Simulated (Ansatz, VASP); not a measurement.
# TePb in VASP and in Ansatz

Contents of INCAR:

```
PREC     = Accurate       # precision mode
ENCUT    = 500            # plane-wave cutoff, eV
EDIFF    = 1E-6           # SCF threshold, eV
ISMEAR   = -1             # smearing method
SIGMA    = 0.05           # smearing width, eV
LREAL    = F              # projectors in reciprocal space
LASPH    = T              # aspherical terms in the spheres
NELM     = 100            # most SCF steps
ALGO     = Normal         # electronic algorithm
ISIF     = 2              # what is computed and relaxed
LWAVE    = F              # write WAVECAR
LCHARG   = F              # write CHGCAR
GGA      = PE             # functional
NBANDS   = 12             # bands
```

KPOINTS

```
regular mesh
0
Gamma
  7 7 7
```

POSCAR

```
TePb
1.0
    0.0000000000      3.2310000000      3.2310000000
    3.2310000000      0.0000000000      3.2310000000
    3.2310000000      3.2310000000      0.0000000000
Pb Te
1 1
Direct
    0.0000000000      0.0000000000      0.0000000000
    0.5000000000      0.5000000000      0.5000000000
```

Contents of KPOINTS_OPT:

```
path GXWKGLUWLK,UX
10
line-mode
reciprocal
 0.0000000000  0.0000000000  0.0000000000  G
 0.5000000000  0.0000000000  0.5000000000  X

 0.5000000000  0.0000000000  0.5000000000  X
 0.5000000000  0.2500000000  0.7500000000  W

 0.5000000000  0.2500000000  0.7500000000  W
 0.3750000000  0.3750000000  0.7500000000  K

 0.3750000000  0.3750000000  0.7500000000  K
 0.0000000000  0.0000000000  0.0000000000  G

 0.0000000000  0.0000000000  0.0000000000  G
 0.5000000000  0.5000000000  0.5000000000  L

 0.5000000000  0.5000000000  0.5000000000  L
 0.6250000000  0.2500000000  0.6250000000  U

 0.6250000000  0.2500000000  0.6250000000  U
 0.5000000000  0.2500000000  0.7500000000  W

 0.5000000000  0.2500000000  0.7500000000  W
 0.5000000000  0.5000000000  0.5000000000  L

 0.5000000000  0.5000000000  0.5000000000  L
 0.3750000000  0.3750000000  0.7500000000  K

 0.6250000000  0.2500000000  0.6250000000  U
 0.5000000000  0.0000000000  0.5000000000  X
```

The input input.yaml:

```yaml
crystal:
  lattice:
    - [0.0, 3.231, 3.231]
    - [3.231, 0.0, 3.231]
    - [3.231, 3.231, 0.0]
  atoms:
    - { symbol: Pb, position: [0.0, 0.0, 0.0] }
    - { symbol: Te, position: [0.5, 0.5, 0.5] }
hamiltonian:
  xc: pbe
  pseudopotentials: { kind: paw }
kpoints:
  mp_grid: { grid: [7, 7, 7] }
  band_path:
    path:
      - [[0.0, 0.0, 0.0], [0.5, 0.0, 0.5], [0.5, 0.25, 0.75], [0.375, 0.375, 0.75], [0.0, 0.0, 0.0], [0.5, 0.5, 0.5], [0.625, 0.25, 0.625], [0.5, 0.25, 0.75], [0.5, 0.5, 0.5], [0.375, 0.375, 0.75]]
      - [[0.625, 0.25, 0.625], [0.5, 0.0, 0.5]]
    npoints: 14
scf:
  occupations: { method: fermi_dirac, width: 0.05 }
  n_extra_bands: 6
output:
  forces: true
  stress: true
  eigenvalues: true
  fatbands: false
  write_density: true
  write_potential: true
  elf: true
  volumetric_format: npy
```

Alike in both runs: task band structure; functional PBE; k mesh 7 × 7 × 7; occupations fermi-dirac, width 0.05 eV; no spin polarisation.

```csv
,VASP,Ansatz
version,VASP 6.6.1,Ansatz 0.2.0
potentials or method,"VASP PAW PBE potentials, release 54 (Pb, Te)",Ansatz PAW
plane-wave cutoff (eV),500,420
valence electrons in the cell,10,30
```

```csv
,VASP,Ansatz,Ansatz less VASP
gap on the k mesh at the Fermi level (eV),1.01,1.01,-0.003
least direct gap on the mesh (eV),1.01,1.01,-0.003
gap along the band path (eV),0.74,0.73,-0.005
pressure (GPa),2.0,2.1,+0.11
```

The two sets of potentials don't hold the same shells in valence.

Caveats: spin-orbit coupling is left out, which moves the levels of the heavy elements.
